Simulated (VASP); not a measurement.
# Te2Mo in VASP: settings compared, part 2 of 2

VASP 6.6.1.

## Step 4: Density of states, PBE+TS

Input file POSCAR:

```
Te2Mo
1.0
    3.5602328140      0.0000000000      0.0000000000
   -1.7801164070      3.0832520603      0.0000000000
    0.0000000000      0.0000000000     17.5240578200
Te Mo
2 1
Direct
    0.3333333333      0.6666666667      0.1021445500
    0.3333333333      0.6666666667      0.8978554500
    0.0000000000      0.0000000000      0.0000000000
```

Input file INCAR.step1:

```
SYSTEM = Te2Mo
  PREC = Accurate
  ENCUT = 520
  EDIFF = 1E-7
  ISMEAR = -1
  SIGMA = 0.02
  LREAL = .False.
  LASPH = .True.
  NELM = 60
  ALGO = Normal
  ISIF = 2
  LWAVE = .False.
  LCHARG = .True.
  LMAXMIX = 4
  GGA = PE
  IVDW = 2
```

Input file KPOINTS.step1:

```
Automatic mesh
0
Gamma
  9 9 2
  0 0 0
```

Input file INCAR.step2:

```
SYSTEM = Te2Mo
  PREC = Accurate
  ENCUT = 520
  EDIFF = 1E-7
  ISMEAR = -5
  SIGMA = 0.02
  LREAL = .False.
  LASPH = .True.
  NELM = 60
  ALGO = Normal
  ISIF = 2
  LWAVE = .False.
  LCHARG = .False.
  LMAXMIX = 4
  GGA = PE
  IVDW = 2
  LORBIT = 10
  NEDOS = 2001
  ICHARG = 11
```

Input file KPOINTS.step2:

```
Automatic mesh
0
Gamma
  14 14 3
  0 0 0
```

Potentials or basis: VASP PAW PBE potentials, release 64 (Te, Mo_sv).

Run with:

```sh
$ cat potpaw_PBE.64/Te/POTCAR potpaw_PBE.64/Mo_sv/POTCAR > POTCAR
$ cp INCAR.step1 INCAR
$ cp KPOINTS.step1 KPOINTS
$ mpirun -np 1 vasp_std > vasp.out
$ cp INCAR.step2 INCAR
$ cp KPOINTS.step2 KPOINTS
$ mpirun -np 1 vasp_std > vasp.out
```

OUTCAR:

```text
SYSTEM = Te2Mo
   PREC = Accurate
   ENCUT = 520
   EDIFF = 1E-7
   ISMEAR = -5
   LREAL = .False.
   LASPH = .True.
   NELM = 60
   ISIF = 2
   GGA = PE
   IVDW = 2
   LORBIT = 10
   ICHARG = 11
  IVDW =   2

 ion  position               nearest neighbor table
   1  0.333  0.667  0.102-   3 2.73   3 2.73   3 2.73   2 3.58
   2  0.333  0.667  0.898-   3 2.73   3 2.73   3 2.73   1 3.58
   3  0.000  0.000  0.000-   1 2.73   2 2.73   1 2.73   2 2.73   1 2.73   2 2.73

  LATTYP: Found a hexagonal cell.
 ALAT       =     3.5602328140
 C/A-ratio  =     4.9221662558

  Lattice vectors:

 A1 = (   3.5602328140,   0.0000000000,   0.0000000000)
 A2 = (  -1.7801164070,   3.0832520603,   0.0000000000)
 A3 = (   0.0000000000,   0.0000000000,  17.5240578200)

Analysis of symmetry for initial positions (statically):
=====================================================================
 Subroutine PRICEL returns:
 Original cell was already a primitive cell.

 Routine SETGRP: Setting up the symmetry group for a
 hexagonal supercell.

 Subroutine GETGRP returns: Found 12 space group operations
 (whereof 12 operations were pure point group operations)
 out of a pool of 24 trial point group operations.

The static configuration has the point symmetry D_3h.

Analysis of symmetry for dynamics (positions and initial velocities):
=====================================================================
 Subroutine PRICEL returns:
 Original cell was already a primitive cell.

 Routine SETGRP: Setting up the symmetry group for a
 hexagonal supercell.

 Subroutine GETGRP returns: Found 12 space group operations
 (whereof 12 operations were pure point group operations)
 out of a pool of 24 trial point group operations.

The dynamic configuration has the point symmetry D_3h.

 Subroutine INISYM returns: Found 12 space group operations
 (whereof 12 operations are pure point group operations),
 and found     1 'primitive' translations

----------------------------------------------------------------------------------------

                                     Primitive cell

  volume of cell :     192.3633

  direct lattice vectors                    reciprocal lattice vectors
     3.560232814  0.000000000  0.000000000     0.280880508  0.162166437  0.000000000
    -1.780116407  3.083252060  0.000000000     0.000000000  0.324332873  0.000000000
     0.000000000  0.000000000 17.524057820     0.000000000  0.000000000  0.057064409

  length of vectors
     3.560232814  3.560232814 17.524057820     0.324332873  0.324332873  0.057064409

  position of ions in fractional coordinates (direct lattice)
     0.333333333  0.666666667  0.102144550
     0.333333333  0.666666667  0.897855450
     0.000000000  0.000000000  0.000000000

  ion indices of the primitive-cell ions
   primitive index   ion index
                 1           1
                 2           2
                 3           3

----------------------------------------------------------------------------------------
[... 55 lines left out ...]
   number of dos      NEDOS =   2001   number of ions     NIONS =      3
   total plane-waves  NPLWV = 109760
   dimension x,y,z NGX =    28 NGY =   28 NGZ =  140
   dimension x,y,z NGXF=    56 NGYF=   56 NGZF=  280
   ions per type =               2   1
   NGX,Y,Z   is equivalent  to a cutoff of  13.07, 13.07, 13.28 a.u.
   NGXF,Y,Z  is equivalent  to a cutoff of  26.15, 26.15, 26.56 a.u.
 SYSTEM =  Te2Mo
   PREC   = accura    normal or accurate (medium, high low for compatibility)
   ISTART =      0    job   : 0-new  1-cont  2-samecut
   ICHARG =     11    charge: 1-file 2-atom 10-const
   ISPIN  =      1    spin polarized calculation?
   LNONCOLLINEAR =      F non collinear calculations
   LSORBIT =      F    spin-orbit coupling
   LASPH  =      T    aspherical Exc in radial PAW
   ENCUT  =  520.0 eV  38.22 Ry    6.18 a.u.   6.62  6.62 32.58*2*pi/ulx,y,z
   NELM   =     60;   NELMIN=  2; NELMDL=  0     # of ELM steps
   EDIFF  = 0.1E-06   stopping-criterion for ELM
   LREAL  =      F    real-space projection
   EDIFFG = 0.1E-05   stopping-criterion for IOM
   NSW    =      0    number of steps for IOM
   IBRION =     -1    ionic relax: 0-MD 1-quasi-New 2-CG
   NFREE  =      0    steps in history (QN), initial steepest desc. (CG)
   ISIF   =      2    stress and relaxation
   ISYM   =      2    0-nonsym 1-usesym 2-fastsym
   POTIM  = 0.5000    time-step for ionic-motion
   TEBEG  =    0.0;   TEEND  =   0.0 temperature during run
   PSTRESS=    0.0 pullay stress
   NELECT =      26.0000    total number of electrons
   NUPDOWN=      -1.0000    fix difference up-down
   EMIN   =  10.00;   EMAX   =-10.00  energy-range for DOS
   EFERMI =   0.00;   METHOD = LEGACY
   ISMEAR =    -5;   SIGMA  =   0.02  broadening in eV -4-tet -1-fermi 0-gaus
   EFERMI_NEDOS =   21; number of points for ismear=-14 and -15
   IALGO  =     38    algorithm
   IMIX   =      4    mixing-type and parameters
     AMIX     =   0.40;   BMIX     =  1.00
     AMIX_MAG =   1.60;   BMIX_MAG =  1.00
  volume/ion in A,a.u.               =      64.12       432.71
  Fermi-wavevector in a.u.,A,eV,Ry     =   0.840153  1.587660  9.603777  0.705858
  Thomas-Fermi vector in A             =   1.954489
   LORBIT       =     10    0 simple, 1 ext, 2 COOP (PROOUT), +10 PAW based schemes
   GGA     = PE    functional components
   LHFCALC =     F    Hartree Fock is set to
   AEXX    =    0.0000 exact exchange contribution
   IVDW    =     2    specifies the selected vdW correction
   LEPSILON=     F    determine dielectric tensor
   LRPA    =     F    only Hartree local field effects (RPA)
 non-spin polarized calculation
 Fermi weights with tetrahedron method with Bloechl corrections
  energy-cutoff  :      520.00
  volume of cell :      192.36
 maximum number of plane-waves:      5239
 NGX is ok and might be reduce to    28

 number of electron      26.0000000 magnetization

 Free energy of the ion-electron system (eV)
  ---------------------------------------------------
  ext. energy  EPLUGINS =         0.00000000
  ---------------------------------------------------
  free energy    TOTEN  =       -18.02075464 eV

  energy without entropy =      -18.02075464  energy(sigma->0) =      -18.02075464

 E-fermi :   0.0765     XC(G=0):  -4.7342

 val. band max:        0.0659874397   @ k =   0.3571   0.2857   0.0000
 cond. band min:       1.1965469425   @ k =   0.3571   0.2857   0.3333
 fundamental gap:      1.1305595028
 Fermi energy:         0.0764711856

 k-point     1 :       0.0000    0.0000    0.0000
  band No.  band energies     occupation
      1     -60.5651      2.00000
      2     -34.7098      2.00000
      3     -34.6161      2.00000
      4     -34.6161      2.00000
      5     -12.4339      2.00000
      6     -11.4513      2.00000
[... 457 lines left out ...]
      4     -34.6812      2.00000
      5     -10.2535      2.00000
      6      -9.9893      2.00000
[... 9 lines left out ...]
     16       2.5568      0.00000
     17       4.1175      0.00000

 [... further k-points ...]

------------------------ aborting loop because EDIFF is reached ----------------------------------------

  Hirshfeld charges:
            ion         q(e)
   ------------------------------
      1     Te      -0.04133936
      2     Te      -0.04133936
      3     Mo       0.08267872

  Tkatchenko/Scheffler method for vdW energy calculation

  Number of pair interactions contributing to vdW energy:   16296

  Edisp (eV):   -0.71174

  FORCE on cell =-STRESS in cart. coord.  units (eV):
  Direction    XX          YY          ZZ          XY          YZ          ZX
  --------------------------------------------------------------------------------------
  -------------------------------------------------------------------------------------
  Total      -0.51340    -0.51340     0.42765     0.00000     0.00000     0.00000
  in kB      -4.27609    -4.27609     3.56186     0.00000     0.00000     0.00000
  external pressure =       -1.66 kB  Pullay stress =        0.00 kB

 VOLUME and BASIS-vectors are now :
 -----------------------------------------------------------------------------
  energy-cutoff  :      520.00
  volume of cell :      192.36
      direct lattice vectors                 reciprocal lattice vectors
     3.560232814  0.000000000  0.000000000     0.280880508  0.162166437  0.000000000
    -1.780116407  3.083252060  0.000000000     0.000000000  0.324332873  0.000000000
     0.000000000  0.000000000 17.524057820     0.000000000  0.000000000  0.057064409

 POSITION                                       TOTAL-FORCE (eV/Angst)
 -----------------------------------------------------------------------------------
     -0.00000      2.05550      1.78999        -0.000000     -0.000000      0.132473
     -0.00000      2.05550     15.73407        -0.000000      0.000000     -0.132473
      0.00000      0.00000      0.00000         0.000000     -0.000000      0.000000
 -----------------------------------------------------------------------------------
    total drift:                               -0.000012      0.000007     -0.000000

  FREE ENERGIE OF THE ION-ELECTRON SYSTEM (eV)
  ---------------------------------------------------
  free  energy   TOTEN  =       -18.7324977564 eV

  energy  without entropy=      -18.7324977564  energy(sigma->0) =      -18.73249776

 total charge

# of ion       s       p       d       tot
------------------------------------------
    1        1.383   1.979   0.059   3.422
    2        1.383   1.979   0.059   3.422
    3        2.253   6.143   3.970  12.366
--------------------------------------------------
tot          5.019  10.101   4.089  19.209
```

Run time: 3 min. Hardware: 1 thread of Intel Xeon Platinum 8488C (Sapphire Rapids), shared host; peak memory 0.41 GiB.

What came out:

- Valence electrons inside the program's atomic spheres: Te 3.42; Mo 12.37
- Hirshfeld charges: Te -0.04; Mo +0.08 e
- Dispersion energy per atom: -0.237 eV

States per cell in windows of 1 eV (zero at the valence-band top; states under -8 eV left out):
```
from (eV)  total  Mo3_d  Te1_p  Te2_p  Mo3_s  Mo3_p  Te1_s
     -8.0   0.00   0.00   0.00   0.00   0.00   0.00   0.00
     -7.0   0.00   0.00   0.00   0.00   0.00   0.00   0.00
     -6.0   0.22   0.02   0.03   0.03   0.02   0.00   0.00
     -5.0   2.58   0.37   0.39   0.39   0.09   0.03   0.02
     -4.0   2.25   0.38   0.34   0.34   0.06   0.03   0.04
     -3.0   2.65   0.78   0.39   0.39   0.02   0.03   0.02
     -2.0   3.44   1.09   0.50   0.50   0.01   0.05   0.02
     -1.0   2.94   1.27   0.32   0.32   0.01   0.04   0.01
      0.0   0.01   0.01   0.00   0.00   0.00   0.00   0.00
      1.0   2.98   1.88   0.16   0.16   0.03   0.02   0.01
      2.0   2.65   1.17   0.26   0.26   0.01   0.02   0.03
      3.0   2.25   0.88   0.31   0.31   0.00   0.00   0.02
      4.0   0.06   0.03   0.01   0.01   0.00   0.00   0.00
      5.0   0.00   0.00   0.00   0.00   0.00   0.00   0.00
      6.0   0.00   0.00   0.00   0.00   0.00   0.00   0.00
```

The run has no spin-orbit coupling, so splittings on Te are missing.

## Step 5: Band structure, BEEF-vdW (atoms moved at random, drawn with an rms of 0.05 Å)

Input file run.py:

```python
from ase.calculators.vasp import Vasp
from ase.dft.bandgap import bandgap
from ase.io import read

atoms = read('Te2Mo.xyz')
calc = Vasp(
    directory='calc',
    xc='beef-vdw',
    pp='PBE',
    setups='recommended',
    prec='Accurate',
    encut=520,
    ediff=1e-07,
    ismear=0,
    sigma=0.1,
    lreal=False,
    lasph=True,
    nelm=80,
    algo='Fast',
    isif=2,
    lwave=False,
    lcharg=True,
    lmaxmix=4,
    kpts=[9, 9, 2],
    gamma=True,
    nbands=20,
)
atoms.calc = calc

print('energy (eV):', atoms.get_potential_energy())
print('free energy (eV):', atoms.get_potential_energy(force_consistent=True))
efermi = calc.get_fermi_level()
print('Fermi level (eV):', efermi)
path = atoms.cell.bandpath(npoints=60, eps=1e-4)
print('path:', path.path)
calc.set(kpts=path.kpts, reciprocal=True, icharg=11, isym=0, lcharg=False)
calc.calculate(atoms)
print('gap on the path (eV):', bandgap(calc, efermi=efermi)[0])
print('direct gap on the path (eV):', bandgap(calc, efermi=efermi, direct=True)[0])
```

Input file Te2Mo.xyz:

```xyz
3
Lattice="3.5602328140 0.0000000000 0.0000000000 -1.7801164070 3.0832520603 0.0000000000 0.0000000000 0.0000000000 17.5240578200" Properties=species:S:1:pos:R:3 pbc="T T T"
Te    -0.0376423415      2.0404777140      1.7839841342
Te     0.0148461708      2.1264202819     15.7491861959
Mo     0.0258579709      0.0252580009      0.0091475582
```

Run with:

```sh
$ python run.py
```

It took 12 min on 1 thread of Intel Xeon Platinum 8488C (Sapphire Rapids), shared host; peak memory 0.95 GiB.

Results (log left out):

| Quantity | Value |
| --- | --- |
| Band gap along the path | 1.03 eV, direct |

Levels at the corners of the path, in eV from the Fermi level:
```tsv
point	band 11	band 12	band 13	band 14	band 15	band 16
Γ	-1.53	-1.34	-0.87	2.41	2.66	2.80
M	-1.98	-1.16	-0.86	0.87	1.23	2.74
K	-3.29	-2.15	-0.50	0.52	1.50	2.01
Γ	-1.53	-1.34	-0.87	2.41	2.66	2.80
A	-1.53	-1.34	-0.87	2.41	2.66	2.80
L	-1.98	-1.16	-0.86	0.87	1.23	2.74
H	-3.29	-2.15	-0.50	0.52	1.50	2.01
A	-1.53	-1.34	-0.87	2.41	2.66	2.80
L	-1.98	-1.16	-0.86	0.87	1.23	2.74
M	-1.98	-1.16	-0.86	0.87	1.23	2.74
K	-3.29	-2.15	-0.50	0.52	1.50	2.01
H	-3.29	-2.15	-0.50	0.52	1.50	2.01
```

Caveat: the log is that of the step along the path at fixed density, whose energy, stress, charges and moments have no meaning; the PAW data sets were made with another functional, which shifts forces and pressure a little; spin-orbit coupling is left out, which moves the levels of the heavy elements.

## Step 6: For comparison

An earlier run on the cell as given: functional PBE; potentials or basis VASP PAW PBE potentials, release 64 (Te, Mo_sv); cutoff 520 eV; k mesh 9 × 9 × 2; occupations fermi-dirac, width 0.05 eV; no spin polarisation.

- Largest force: 0.231 eV/Å
- Band gap on the k mesh: 1.05 eV, direct

## Step 7: Overview

```csv
task,level,potentials or basis,cell,k mesh,cutoff (eV),smearing,ladder,k mesh for the DOS,occupations for the DOS,gap on the mesh (eV)
dielectric tensor,LDA,"VASP PAW LDA potentials, release 64 (Te, Mo_sv)",as given,10 × 10 × 2,520,gaussian 0.02 eV,free,-,-,1.22
density of states,optB88-vdW,"VASP PAW PBE potentials, release 64 (Te, Mo)",as given,9 × 9 × 2,500,fermi-dirac 0.1 eV,-,14 × 14 × 3,tetrahedron,-
density of states,PBE+TS,"VASP PAW PBE potentials, release 64 (Te, Mo_sv)",as given,9 × 9 × 2,520,fermi-dirac 0.02 eV,-,14 × 14 × 3,tetrahedron,-
band structure,BEEF-vdW,"VASP PAW PBE potentials, release 64 (Te, Mo_sv)","atoms moved at random, drawn with an rms of 0.05 Å",9 × 9 × 2,520,gaussian 0.1 eV,-,-,-,-
single point,PBE,"VASP PAW PBE potentials, release 64 (Te, Mo_sv)",as given,9 × 9 × 2,520,fermi-dirac 0.05 eV,-,-,-,1.05
```

Alike in all rows: no spin polarisation.

Caveats: spin-orbit coupling is left out, which moves the levels of the heavy elements (some runs); the PAW data sets were made with another functional, which shifts forces and pressure a little (some runs).

Absolute energies hang on the potentials; compare differences alone.
